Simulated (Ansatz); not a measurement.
Consider the ligand exchange at a Ga–O bond: `[OH][Ga]([Cl])[Cl]` + `CC(C)(C)O` → `CC(C)(C)[O][Ga]([Cl])[Cl]` + H₂O.

Gas-phase electronic energies from Ansatz, PBE0-D4/def2-TZVP geometries. CBS: MP2 limit from def2 TZ/QZ plus the TZ coupled-cluster correction, frozen cores. This one scheme is used for every species. For Ga outer-core shells are correlated without core-valence functions, which leaves a few kJ/mol of doubt a bond. Scalar relativity is left out up to krypton. Each species was taken in one conformer, which may not be the lowest.

`[OH][Ga]([Cl])[Cl]`:

Z-matrix (Å, degrees):
```
Ga
O 1 1.765
Cl 1 2.123 2 120.6
Cl 1 2.109 2 118.8 3 -180.0
H 2 0.961 1 112.9 3 -0.1
```

`CC(C)(C)O`:

```xyz
15

C    -1.158   -0.051   -0.855
C     0.184   -0.078   -0.137
C     0.726    1.327    0.044
C     0.062   -0.787    1.205
O     1.149   -0.748   -0.947
H    -1.054    0.429   -1.830
H    -1.535   -1.067   -1.011
H    -1.907    0.496   -0.276
H     0.841    1.815   -0.926
H     1.703    1.295    0.529
H     0.051    1.926    0.659
H    -0.639   -0.269    1.865
H     1.035   -0.831    1.698
H    -0.302   -1.810    1.071
H     0.844   -1.649   -1.090
```

`CC(C)(C)[O][Ga]([Cl])[Cl]`:

```xyz
17

C    -0.904   -0.946    0.731
C    -0.187    0.279    0.182
C     1.201    0.415    0.791
C    -1.006    1.534    0.437
O    -0.085    0.184   -1.242
Ga    0.745   -1.049   -2.179
Cl    0.676   -0.831   -4.282
Cl    1.798   -2.719   -1.384
H    -0.321   -1.854    0.553
H    -1.057   -0.856    1.808
H    -1.880   -1.055    0.254
H     1.719    1.273    0.357
H     1.139    0.563    1.871
H     1.797   -0.484    0.613
H    -0.503    2.405    0.012
H    -1.989    1.444   -0.029
H    -1.141    1.697    1.509
```

H₂O:

Z-matrix (Å, degrees):
```
O
H 1 0.960
H 1 0.960 2 105.1
```

```json
{"species": "`[OH][Ga]([Cl])[Cl]`", "CCSD/CBS(def2) energy (Eh)": "-2919.37917"}
{"species": "`CC(C)(C)O`", "CCSD/CBS(def2) energy (Eh)": "-233.37874"}
{"species": "`CC(C)(C)[O][Ga]([Cl])[Cl]`", "CCSD/CBS(def2) energy (Eh)": "-3076.38713"}
{"species": "H₂O", "CCSD/CBS(def2) energy (Eh)": "-76.37179"}
```

(1) Work out ΔE.

Largest T1 diagnostic among the species: 0.012.

## Answers

(1) ΔE = (-3076.38713) + (-76.37179) − (-2919.37917) − (-233.37874) = -0.00101 Eh = -2.7 kJ/mol. CCSD(T)/CBS gives -6.0 kJ/mol.

The D4 term adds −16.2 kJ/mol with B3LYP and −9.6 kJ/mol with PBE0; it sums over pairs of atoms, weighted by their polarisabilities, and B3LYP, whose exchange is more repulsive, gets the larger term. Leaving LDA and LC-ωPBE aside and taking each functional with its dispersion term where it has one, the values, not all of them listed here, spread over 10.7 kJ/mol, from BLYP-D4 to B2PLYP. LDA lies −8.9 kJ/mol from PBE without D4.

B3LYP here is the variant with VWN-RPA as its local correlation; programs differ in this.
